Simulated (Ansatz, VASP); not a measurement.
**S: VASP beside Ansatz**

```
CELL_PARAMETERS angstrom
4.01646 0.00000 0.00000
-2.00823 3.47836 0.00000
0.00000 0.00000 6.65566
ATOMIC_POSITIONS crystal
S 0.00000 0.00000 0.25000
S 0.00000 0.00000 0.75000
S 0.33333 0.66667 0.75000
S 0.66667 0.33333 0.25000
```

Alike in both runs: functional r2SCAN; k mesh 6 × 6 × 4; occupations gaussian, width 0.1 eV; no spin polarisation.

Ansatz relaxed the structure, and its values are those at the end. VASP's run is a single point on that final structure, the one shown.

|  | VASP | Ansatz |
| --- | --- | --- |
| version | VASP 6.6.1 | Ansatz 0.2.0 |
| potentials or method | VASP PAW PBE potentials, release 64 (S) | scalar-relativistic, plane waves, PAW |
| plane-wave cutoff (eV) | 520 | 500 |
| valence electrons in the cell | 24 | 24 |

```tsv
	VASP	Ansatz	Ansatz less VASP
gap on the k mesh at the Fermi level (eV)	none	none	-
pressure (GPa)	-0.2	0.0	+0.22
```

A gap of «none» marks a metal or a gap that the smearing closes.

Caveats: the PAW data sets were made with another functional, which shifts forces and pressure a little (VASP).
